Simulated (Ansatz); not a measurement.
AlN: single point with PBE

AlN:

```
CELL_PARAMETERS angstrom
0.00000 2.18399 2.18399
2.18399 0.00000 2.18399
2.18399 2.18399 0.00000
ATOMIC_POSITIONS crystal
Al 0.00000 0.00000 0.00000
N 0.25000 0.25000 0.25000
```

Measurements of this composition are mostly on another form, of space group No. 186.

- Program: Ansatz 0.2.0
- Task: single point
- Functional: PBE
- Potentials or basis: all-electron PAW datasets made for the crystal
- Cutoff: 360 eV (chosen from the basis error)
- k mesh: 6 × 6 × 6
- Occupations: fermi-dirac, width 0.05 eV
- Spin: no spin polarisation

| Quantity | Value |
| --- | --- |
| Pressure | 4.8 GPa |
| Band gap on the k mesh | 3.32 eV, indirect (least direct gap 4.19 eV) |

Levels at points of the mesh, in eV from the valence-band top:
| k point | band 1 | band 2 | band 3 | band 4 | band 5 | band 6 |
| --- | --- | --- | --- | --- | --- | --- |
| (0.00, 0.00, 0.00) | -14.98 | 0.00 | 0.00 | 0.00 | 4.19 | 12.56 |
| (0.00, 0.00, -0.50) | -12.93 | -5.86 | -0.48 | -0.48 | 7.38 | 9.86 |
| (0.00, -0.50, -0.50) | -12.29 | -4.91 | -1.77 | -1.77 | 3.32 | 8.61 |

Run time: 4.6 s on 1 thread of Arm Neoverse N1, on a shared host, peak memory 0.36 GiB.

A k mesh can miss the band edges. A hybrid or GW would open this gap; PBE tends to underestimate it.
